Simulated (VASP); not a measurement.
Be: relaxation of cell and atoms with PBE

Be:

```
Be
1.0
     2.02081    0.00000    0.00000
     0.00000    2.02081    0.00000
     0.00000    0.00000    2.66164
Be
1
Cartesian
  0.0000 0.0000 1.3308
```

The cell was built by a generator and needn't be a form met in nature.

```yaml
Program: VASP 6.6.1
Task: relaxation of cell and atoms
Functional: PBE
Potentials_or_basis: VASP PAW PBE potentials, release 64 (Be)
Cutoff: 600 eV
k_mesh: 13 × 13 × 10
Occupations: fermi-dirac, width 0.05 eV
Spin: no spin polarisation
Further_INCAR_settings: ALGO = Normal; EDIFF = 1e-06; IBRION = 2; EDIFFG = -0.01; NSW = 60; ISIF = 3
```

```yaml
Relaxed_volume: 10.89 Å³/atom
Relaxed_cell: a = 2.022 Å, b = 2.022 Å, c = 2.663 Å, α = 90.00°, β = 90.00°, γ = 90.00°
Space_group_after_relaxing_to_0.05_Å: P4/mmm (No. 123)
Energy_gained_by_relaxing: 0.0 meV/atom
Ionic_steps: 2
Pressure_after_relaxing: 0.1 GPa
Band_gap_on_the_k_mesh: none (metal or under the smearing width)
```

Stress tensor (GPa, compression positive):
```
0.01 0.00 0.00
0.00 0.01 0.00
0.00 0.00 0.14
```

Final structure:
```
CELL_PARAMETERS angstrom
2.02194 0.00000 0.00000
0.00000 2.02194 0.00000
0.00000 0.00000 2.66318
ATOMIC_POSITIONS crystal
Be 0.00000 0.00000 0.50000
```

Levels at points of the mesh, in eV from the Fermi level:
```
           k point  band 1  band 2  band 3  band 4  band 5
(0.00, 0.00, 0.00)   -9.08    5.86   12.30   17.67   17.67
(0.00, 0.00, 0.50)   -4.83   -4.69   18.92   18.92   26.36
```

Wall time 2.6 s on 1 thread of Intel(R) Xeon(R) 6975P-C (Granite Rapids) (shared host), peak memory 0.12 GiB.
